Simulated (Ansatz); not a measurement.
Guessed and relaxed cells of Ti

The guess for Ti was made by a generator: random cell by space group and Wyckoff sites (Fmmm, No. 69). The dimensions are guesses.

start.cif

```cif
data_structure
_symmetry_space_group_name_H-M 'P 1'
_symmetry_Int_Tables_number 1
_cell_length_a 3.1444
_cell_length_b 3.0832
_cell_length_c 2.8637
_cell_angle_alpha 63.715
_cell_angle_beta 61.543
_cell_angle_gamma 54.742
_cell_volume 19.38
loop_
_atom_site_label
_atom_site_type_symbol
_atom_site_fract_x
_atom_site_fract_y
_atom_site_fract_z
_atom_site_occupancy
Ti1 Ti 0.50000 0.50000 0.50000 1
```

Method: DFT PBE, scalar-relativistic, plane waves, PAW (Ansatz 0.2.0). Cutoff 420 eV, Gaussian smearing, Γ-centred meshes. Cell and atoms relax first on a coarse mesh and then on a finer one. In between, the cell is made exact in the group found at 0.06 Å. In metals the finer mesh still leaves noise of several meV/atom or more. The steps can't lower the symmetry of their start. No spin polarisation in the relaxation; trial moments died out in a coarse test.

end.cif

```cif
data_structure
_symmetry_space_group_name_H-M 'P 1'
_symmetry_Int_Tables_number 1
_cell_length_a 2.9081
_cell_length_b 2.9081
_cell_length_c 2.9081
_cell_angle_alpha 60.000
_cell_angle_beta 60.000
_cell_angle_gamma 60.000
_cell_volume 17.39
loop_
_atom_site_label
_atom_site_type_symbol
_atom_site_fract_x
_atom_site_fract_y
_atom_site_fract_z
_atom_site_occupancy
Ti1 Ti 0.50000 0.50000 0.50000 1
```

The symmetry goes from Fmmm (No. 69) to Fm-3m (No. 225). The end has the fcc type. The volume per atom shrinks by 10.3 %, from 19.4 to 17.4 Å³. The shortest distance goes from 2.86 Å (Ti–Ti) to 2.91 Å (Ti–Ti).

- Volume per atom: 17.39 Å³
- Density: 4.57 g/cm³
- Energy over the standard state: +0.06 eV/atom
- Gap on the 24×24×24 mesh of the 1-atom cell: 0 eV (a metal)

Energies count from the standard state of Ti at the same level. It lies above the standard state, so it could only be metastable.

The last run used Gaussian smearing of 0.10 eV. A later test with randomly moved atoms came back to the same energy, though modes that don't fit the test's cell weren't probed. In all, the 3 runs took 15 s on 1 thread of Intel(R) Xeon(R) 6975P-C (Granite Rapids), on a shared host.
